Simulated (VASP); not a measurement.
# TiN (Fm-3m) in VASP: elastic constants with LDA

Aim: the elastic constants of TiN with LDA.

Everything below comes from runs of VASP 6.6.1. Logs are shortened: lines on timing, memory, paths and dates and some standing lists are left out, and cuts for length are marked.

**1. Starting point**

Symmetry: Fm-3m, No. 225, cubic system. The conventional cell has a = 4.241 Å, b = 4.241 Å, c = 4.241 Å, α = 90.00°, β = 90.00°, γ = 90.00°. Ti (site symmetry m-3m) has 6 N at 2.12 Å as nearest neighbours. N (site symmetry m-3m) is surrounded by 6 Ti at 2.12 Å.

The cell is a database's computed one.

**2. Elastic constants, LDA**

File POSCAR:

```
TiN
1.0
    0.0000000000      2.1206234500      2.1206234500
    2.1206234500      0.0000000000      2.1206234500
    2.1206234500      2.1206234500      0.0000000000
Ti N
1 1
Direct
    0.0000000000      0.0000000000      0.0000000000
    0.5000000000      0.5000000000      0.5000000000
```

File INCAR.step1:

```
PREC = Accurate ; ENCUT = 600
EDIFF = 1E-8 ; ISMEAR = 0
SIGMA = 0.1 ; LREAL = False
LASPH = True ; NELM = 100
ALGO = Normal ; ISIF = 3
LWAVE = False ; LCHARG = False
IBRION = 2 ; NSW = 40
EDIFFG = -0.002
```

File INCAR.step2:

```
PREC = Accurate ; ENCUT = 600
EDIFF = 1E-8 ; ISMEAR = 0
SIGMA = 0.1 ; LREAL = False
LASPH = True ; NELM = 100
ALGO = Normal ; ISIF = 3
LWAVE = False ; LCHARG = False
IBRION = 6 ; NFREE = 2
POTIM = 0.015 ; NSW = 1
```

File KPOINTS:

```
Automatic mesh
0
Gamma
  22 22 22
```

Potentials or basis: VASP PAW LDA potentials, release 64 (Ti_sv, N).

Run with:

```sh
> cat potpaw_LDA.64/Ti_sv/POTCAR potpaw_LDA.64/N/POTCAR > POTCAR
> cp INCAR.step1 INCAR
> mpirun -np 1 vasp_std > vasp.out
> cp CONTCAR POSCAR
> cp INCAR.step2 INCAR
> mpirun -np 1 vasp_std > vasp.out
```

OUTCAR:

```text
PREC = Accurate
   ENCUT = 600
   EDIFF = 1E-8
   ISMEAR = 0
   LREAL = False
   LASPH = True
   NELM = 100
   ISIF = 3
   IBRION = 6
   NFREE = 2
   POTIM = 0.015
   NSW = 1

 ion  position               nearest neighbor table
   1  0.000  0.000  0.000-   2 2.09   2 2.09   2 2.09   2 2.09   2 2.09   2 2.09
   2  0.500  0.500  0.500-   1 2.09   1 2.09   1 2.09   1 2.09   1 2.09   1 2.09

  LATTYP: Found a face centered cubic cell.
 ALAT       =     4.1758677902

  Lattice vectors:

 A1 = (   0.0000000000,   2.0879338951,   2.0879338951)
 A2 = (   2.0879338951,   0.0000000000,   2.0879338951)
 A3 = (   2.0879338951,   2.0879338951,   0.0000000000)

Analysis of symmetry for initial positions (statically):
=====================================================================
 Subroutine PRICEL returns:
 Original cell was already a primitive cell.

 Routine SETGRP: Setting up the symmetry group for a
 face centered cubic supercell.

 Subroutine GETGRP returns: Found 48 space group operations
 (whereof 48 operations were pure point group operations)
 out of a pool of 48 trial point group operations.

The static configuration has the point symmetry O_h .

Analysis of symmetry for dynamics (positions and initial velocities):
=====================================================================
 Subroutine PRICEL returns:
 Original cell was already a primitive cell.

 Routine SETGRP: Setting up the symmetry group for a
 face centered cubic supercell.

 Subroutine GETGRP returns: Found 48 space group operations
 (whereof 48 operations were pure point group operations)
 out of a pool of 48 trial point group operations.

The dynamic configuration has the point symmetry O_h .

 Subroutine INISYM returns: Found 48 space group operations
 (whereof 48 operations are pure point group operations),
 and found     1 'primitive' translations

----------------------------------------------------------------------------------------

                                     Primitive cell

  volume of cell :      18.2046

  direct lattice vectors                    reciprocal lattice vectors
     0.000000000  2.087933895  2.087933895    -0.239471183  0.239471183  0.239471183
     2.087933895  0.000000000  2.087933895     0.239471183 -0.239471183  0.239471183
     2.087933895  2.087933895  0.000000000     0.239471183  0.239471183 -0.239471183

  length of vectors
     2.952784432  2.952784432  2.952784432     0.414776256  0.414776256  0.414776256

  position of ions in fractional coordinates (direct lattice)
     0.000000000  0.000000000  0.000000000
     0.500000000  0.500000000  0.500000000

  ion indices of the primitive-cell ions
   primitive index   ion index
                 1           1
                 2           2

----------------------------------------------------------------------------------------

 KPOINTS: Automatic mesh

Automatic generation of k-mesh.
 Grid dimensions read from file:
 generate k-points for:   22   22   22

 Generating k-lattice:

  Cartesian coordinates                     Fractional coordinates (reciprocal lattice)
    -0.010885054  0.010885054  0.010885054     0.045454545  0.000000000  0.000000000
     0.010885054 -0.010885054  0.010885054     0.000000000  0.045454545  0.000000000
     0.010885054  0.010885054 -0.010885054     0.000000000  0.000000000  0.045454545

  Length of vectors
     0.018853466  0.018853466  0.018853466

[... 110 lines left out ...]
  -------------------------------------------------------------------------------------
  Total        0.0048525      0.0048525      0.0048525      0.0000000      0.0000000     -0.0000000
  in kB        0.4270709      0.4270709      0.4270709      0.0000000      0.0000000     -0.0000000
  external PRESSURE =       0.4270709 kB  Pullay stress =       0.0000000 kB
[... 89 lines left out ...]
  FREE ENERGIE OF THE ION-ELECTRON SYSTEM (eV)
  ---------------------------------------------------
  free  energy   TOTEN  =       -21.6646269181 eV

  energy  without entropy=      -21.6604437787  energy(sigma->0) =      -21.66253535

[... ionic steps 4 to 14 ...]

--------------------------------------- Ionic step       15  -------------------------------------------

 number of electron      16.9999999 magnetization

------------------------ aborting loop because EDIFF is reached ----------------------------------------
[... 67 lines left out ...]
--------------------------------------- Ionic step       17  -------------------------------------------

 number of electron      16.9999996 magnetization

 Free energy of the ion-electron system (eV)
  ---------------------------------------------------
  ext. energy  EPLUGINS =         0.00000000
  ---------------------------------------------------
  free energy    TOTEN  =       -21.67249703 eV

  energy without entropy =      -21.66815314  energy(sigma->0) =      -21.67032508

 E-fermi :  11.8066     XC(G=0): -13.6305

 val. band max:       11.8055851617   @ k =   0.0000   0.3182   0.0909
 cond. band min:      11.8079168272   @ k =   0.0000  -0.1364   0.0455
 fundamental gap:      0.0023316655
 Fermi energy:        11.8065945335

 k-point     1 :       0.0000    0.0000    0.0000
  band No.  band energies     occupation
      1     -45.2549      2.00000
      2     -21.5734      2.00000
      3     -21.5730      2.00000
      4     -21.5730      2.00000
      5      -5.2891      2.00000
      6       9.7614      2.00000
      7       9.7614      2.00000
      8       9.7620      2.00000
      9      11.1375      2.00000
     10      11.1457      2.00000
     11      11.1457      2.00000
     12      12.4229      0.00000
[... 331 lines left out ...]
 k-point    24 :      -0.4545    0.0455    0.0000
  band No.  band energies     occupation
      1     -45.1278      2.00000
      2     -22.3535      2.00000
      3     -21.6517      2.00000
      4     -21.6396      2.00000
      5      -2.6056      2.00000
      6       3.5734      2.00000
      7       6.1230      2.00000
      8       6.1466      2.00000
      9      13.5691      0.00000
     10      13.5891      0.00000
     11      14.2970      0.00000
     12      17.6347      0.00000

 [... further k-points ...]

------------------------ aborting loop because EDIFF is reached ----------------------------------------

  FORCE on cell =-STRESS in cart. coord.  units (eV):
  Direction    XX          YY          ZZ          XY          YZ          ZX
  --------------------------------------------------------------------------------------
  -------------------------------------------------------------------------------------
  Total        0.0176249      0.0052228      0.0052228      0.0000000     -0.0000000      0.0000000
  in kB        1.5511621      0.4596577      0.4596577      0.0000000     -0.0000000      0.0000000
  external PRESSURE =       0.8234925 kB  Pullay stress =       0.0000000 kB
[... 17 lines left out ...]
  FREE ENERGIE OF THE ION-ELECTRON SYSTEM (eV)
  ---------------------------------------------------
  free  energy   TOTEN  =       -21.6724970264 eV

  energy  without entropy=      -21.6681531410  energy(sigma->0) =      -21.67032508

 INTERNAL STRAIN TENSORS FROM STRAINED CELLS
 ============================================

 INTERNAL STRAIN TENSOR FOR ION    1 for displacements in x,y,z  (eV/Angst):
          X           Y           Z          XY          YZ          ZX
  --------------------------------------------------------------------------------
  x    -0.00000    -0.00000    -0.00000     0.00000     0.00000    -0.00000
  y     0.00000    -0.00000     0.00000     0.00000     0.00000     0.00000
  z    -0.00000     0.00000    -0.00000     0.00000    -0.00000    -0.00000

 INTERNAL STRAIN TENSORS FROM DISPLACED ATOMS
 ============================================

 INTERNAL STRAIN TENSOR FOR ION    1 for displacements in x,y,z  (eV/Angst):
          X           Y           Z          XY          YZ          ZX
  --------------------------------------------------------------------------------
  x     0.00000     0.00000     0.00000     0.00000     0.00000     0.00000
  y     0.00000     0.00000     0.00000     0.00000     0.00000     0.00000
  z     0.00000     0.00000     0.00000     0.00000     0.00000     0.00000

 INTERNAL STRAIN TENSOR FOR ION    2 for displacements in x,y,z  (eV/Angst):
          X           Y           Z          XY          YZ          ZX
  --------------------------------------------------------------------------------
  x     0.00000     0.00000     0.00000     0.00000     0.00000     0.00000
  y     0.00000     0.00000     0.00000     0.00000     0.00000     0.00000
  z     0.00000     0.00000     0.00000     0.00000     0.00000     0.00000

 Eigenvectors and eigenvalues of the dynamical matrix
 ----------------------------------------------------

   1 f  =   16.574340 THz   104.139652 2PiTHz  552.860484 cm-1    68.545933 meV
             X         Y         Z           dx          dy          dz
      0.000000  0.000000  0.000000    -0.106079    0.458949    0.066145
      2.087934  2.087934  2.087934     0.196164   -0.848703   -0.122317
[... 21 lines left out ...]
   6 f/i=    0.000100 THz     0.000629 2PiTHz    0.003339 cm-1     0.000414 meV
             X         Y         Z           dx          dy          dz
      0.000000  0.000000  0.000000    -0.032103   -0.127006    0.869814
      2.087934  2.087934  2.087934    -0.017360   -0.068681    0.470365

--------------------------------------------------------------------------------------------------------

 ELASTIC MODULI CONTR FROM IONIC RELAXATION (kBar)
 Direction    XX          YY          ZZ          XY          YZ          ZX
 --------------------------------------------------------------------------------
 XX           0.0000      0.0000      0.0000      0.0000      0.0000      0.0000
 YY           0.0000      0.0000      0.0000      0.0000      0.0000      0.0000
 ZZ           0.0000      0.0000      0.0000      0.0000      0.0000      0.0000
 XY           0.0000      0.0000      0.0000      0.0000      0.0000      0.0000
 YZ           0.0000      0.0000      0.0000      0.0000      0.0000      0.0000
 ZX           0.0000      0.0000      0.0000      0.0000      0.0000      0.0000
 --------------------------------------------------------------------------------

 TOTAL ELASTIC MODULI (kBar)
 Direction    XX          YY          ZZ          XY          YZ          ZX
 --------------------------------------------------------------------------------
 XX        6806.0024   1358.0446   1358.0446      0.0000     -0.0000     -0.0000
 YY        1358.0446   6806.0024   1358.0446      0.0000      0.0000     -0.0000
 ZZ        1358.0446   1358.0446   6806.0024     -0.0000      0.0000      0.0000
 XY           0.0000      0.0000     -0.0000   1742.4841      0.0000      0.0000
 YZ          -0.0000      0.0000      0.0000      0.0000   1742.4841      0.0000
 ZX          -0.0000     -0.0000      0.0000      0.0000      0.0000   1742.4841
 --------------------------------------------------------------------------------
```

Wall time 32 min (1 thread of Intel Xeon 6975P-C (Granite Rapids), shared host); peak memory 1.3 GiB.

What came out:

* Relaxed volume: 9.10 Å³/atom
* Relaxed cell: a = 2.953 Å, b = 2.953 Å, c = 2.953 Å, α = 60.00°, β = 60.00°, γ = 60.00°
* Space group after relaxing (to 0.05 Å): Fm-3m (No. 225)
* Elastic constants C11, C12, C44: 681, 136, 174 GPa
* Voigt bulk modulus: 317 GPa
* Highest phonon frequency at Γ, LO-TO splitting left out: 553 cm⁻¹

Step by step:
```tsv
step	energy change (eV)	largest force (eV/Å)	pressure (GPa)	volume (Å³)
1	0.0000	0.0000	-13.38	19.07
2	0.0579	0.0000	26.15	16.96
3	-0.0378	0.0000	-0.29	18.22
4	-0.0378	0.0000	-0.01	18.20
```

Final structure:
```
Ti N
1.0
     0.00000    2.08793    2.08793
     2.08793    0.00000    2.08793
     2.08793    2.08793    0.00000
Ti N
1 1
Direct
  0.00000 0.00000 0.00000
  0.50000 0.50000 0.50000
```

Phonon frequencies in cm⁻¹ (negative: imaginary):
| q point | frequencies |
| --- | --- |
| (0.000, 0.000, 0.000) | 0 0 0 553 553 553 |

Elastic tensor in Voigt notation (GPa, in the Cartesian axes of the cell as first typed):
```
681 136 136   0   0   0
136 681 136   0   0   0
136 136 681   0   0   0
  0   0   0 174   0   0
  0   0   0   0 174   0
  0   0   0   0   0 174
```

Clamped-ion elastic tensor (GPa):
```
681 136 136   0   0   0
136 681 136   0   0   0
136 136 681   0   0   0
  0   0   0 174   0   0
  0   0   0   0 174   0
  0   0   0   0   0 174
```
